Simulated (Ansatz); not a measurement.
Te:

```
Te
1.0
     4.45400    0.00000    0.00000
    -2.22700    3.85728    0.00000
     0.00000    0.00000    5.92400
Te
3
Direct
  0.73100 0.73100 0.00000
  0.00000 0.26900 0.66667
  0.26900 0.00000 0.33333
```

* Program: Ansatz 0.2.0
* Task: single point
* Functional: PBEsol
* Potentials or basis: Ansatz PAW
* Cutoff: 420 eV (not typed: the program's choice for these potentials)
* k mesh: 7 × 7 × 5
* Occupations: fermi-dirac, width 0.05 eV
* Spin: no spin polarisation

On this cell: pressure -1.0 GPa; largest force 0.103 eV/Å; band gap on the k mesh 0.59 eV, indirect (least direct gap 0.77 eV).

The same run follows on a disturbed copy (atoms moved at random, drawn with an rms of 0.05 Å):

```
Te
1.0
     4.45400    0.00000    0.00000
    -2.22700    3.85728    0.00000
     0.00000    0.00000    5.92400
Te
3
Direct
  0.72636 0.72628 0.99901
  0.00652 0.27843 0.67379
  0.27379 0.01099 0.33305
```

Q: What changes?

A: The energy moves by +1.2 meV/atom; pressure -1.3 GPa; largest force 0.190 eV/Å; band gap on the k mesh 0.45 eV, indirect (least direct gap 0.69 eV).

Forces on the atoms (eV/Å):
```
Te  -0.010  0.040  0.121
Te  -0.047  0.023 -0.182
Te   0.057 -0.063  0.062
```

Stress tensor (GPa, compression positive):
```
-1.30 -0.11 -0.04
-0.11 -1.36 -0.15
-0.04 -0.15 -1.16
```

Caveats: odd divisions of the mesh miss points on the zone boundary, where band edges often lie, so the gap on the mesh can be too wide; spin-orbit coupling is left out, which moves the levels of the heavy elements; the PAW data sets come from PBE, with cores solved anew for the run's functional, which leaves a small shift of forces and pressure.

A k mesh can miss the band edges.
